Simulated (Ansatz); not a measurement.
Skutterudite CoSb3

Level of theory: PBEsol in Ansatz (plane waves, PAW).

Settings: plane-wave cutoff 500 eV, 6×6×6 k mesh, gaussian smearing 0.02 eV, no spin polarisation, scalar-relativistic PAW data made under PBE.

Cell: relaxed at this level.

```json
{
  "equilibrium_volume_per_atom": "22.67 Å³/atom",
  "lattice_constant_a": "8.985 Å",
  "band_gap": "0.27 eV (on the SCF k mesh)"
}
```

Measured, for comparison: band gap 0.63 eV (temperature not stated, no zero-point or thermal correction; as tabulated in Kim et al. (2020), doi:10.1038/s41597-020-00723-8); equilibrium volume per atom 23.06 Å³/atom, lattice constant a 9.037 Å (room temperature, no zero-point or thermal correction; as tabulated in Alexeev et al. (2016), arXiv:1601.07731). Computed (rounded) less measured: equilibrium volume per atom -1.7 %, lattice constant a -0.6 %. A static lattice is as a rule a little smaller and stiffer than an uncorrected measurement, which narrows the difference in the equilibrium volume per atom, lattice constant a and would widen misses of the other sign.

Spin–orbit coupling is not included; with these elements it can move the gap by several tenths of an eV or more.

Computed values are for the static lattice.

Computing time: about 10 core-minutes (a rough figure).

Ansatz is a program for electronic structure.
